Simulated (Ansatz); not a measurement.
V:

```
V
1.0
    -1.37772    1.64119    1.64793
     1.50498   -1.49126    1.62526
     1.27255    1.38609   -1.49800
V
1
Direct
  0.00000 0.00000 0.00000
```

The cell isn't the ideal one: cell sheared at random, sigma 0.1, atoms nudged by 0.01 Å.

Base run:

* Program: Ansatz 0.2.0
* Functional: PBE
* Potentials or basis: Ansatz PAW
* Cutoff: 420 eV (not typed: the program's choice for these potentials)
* k mesh: 9 × 10 × 11
* Occupations: fermi-dirac, width 0.05 eV
* Spin: collinear spin, ferromagnetic start
* Starting moments: [1.5] μB
* Fixed moment: 1.5 μB

Its results: pressure 10.9 GPa; site moments V +1.12 μB.

Question: After a change of settings the same cell gave: pressure 19.8 GPa; site moments V +1.50 μB. Which change was it?
A. fixed moment from 1.5 μB to 0.5 μB; moments at the start from [1.5] to [0.5]
B. fixed moment from 1.5 μB to 2 μB; moments at the start from [1.5] to [2.0]
C. fixed moment from 1.5 μB to 2.5 μB; moments at the start from [1.5] to [2.5]
D. fixed moment from 1.5 μB to 1 μB; moments at the start from [1.5] to [1.0]

Answer: B.

Caveats: the total moment is fixed, so each spin has its own Fermi level; the thresholds are loose for stress.
